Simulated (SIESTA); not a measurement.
The system is HfO2.

```
CELL_PARAMETERS angstrom
3.55802 0.00000 0.00000
0.00000 3.55802 0.00000
0.00000 0.00000 5.17186
ATOMIC_POSITIONS crystal
Hf 0.00000 0.00000 0.00000
Hf 0.50000 0.50000 0.50000
O 0.00000 0.50000 0.19721
O 0.50000 0.00000 0.30279
O 0.50000 0.00000 0.80279
O 0.00000 0.50000 0.69721
```

Measurements of this composition are mostly on another form, of space group No. 14.

Base run:

| Quantity | Value |
| --- | --- |
| Program | SIESTA 5.4.2 |
| Functional | PBEsol |
| Potentials or basis | PseudoDojo 0.4 standard (PBEsol files) |
| Basis | DZP (energy shift 0.002 Ry) |
| Grid cutoff | 800 Ry |
| Energy shift | 0.002 Ry |
| k mesh | 8 × 8 × 5 |
| Occupations | fermi-dirac, width 0.05 eV |
| Spin | no spin polarisation |

Its results: band gap on the k mesh 4.48 eV, indirect (least direct gap 4.54 eV); pressure 3.0 GPa; largest force 0.212 eV/Å.

Task: The run is repeated on the same cell with these changes: functional from PBEsol to RPBE; potentials or basis from PseudoDojo 0.4 standard (PBEsol files) to PseudoDojo 0.4 standard (PBE files). What comes out?

Result: Band gap on the k mesh 4.64 eV, indirect (least direct gap 4.70 eV); pressure 16.2 GPa; largest force 0.291 eV/Å.

Caveats: semicore shells carry a single zeta, which can move pressures by several GPa and volumes by a few percent; spin-orbit coupling is left out, which moves the levels of the heavy elements; the basis of atomic orbitals isn't converged, which shifts pressures, moduli and gaps; so large a pressure means that the cell lies far from this level's equilibrium, or that cutoff or potentials fall short (some runs); the potentials were made for another functional, which shifts forces and pressure (some runs).

Not every run made on this cell is shown here.
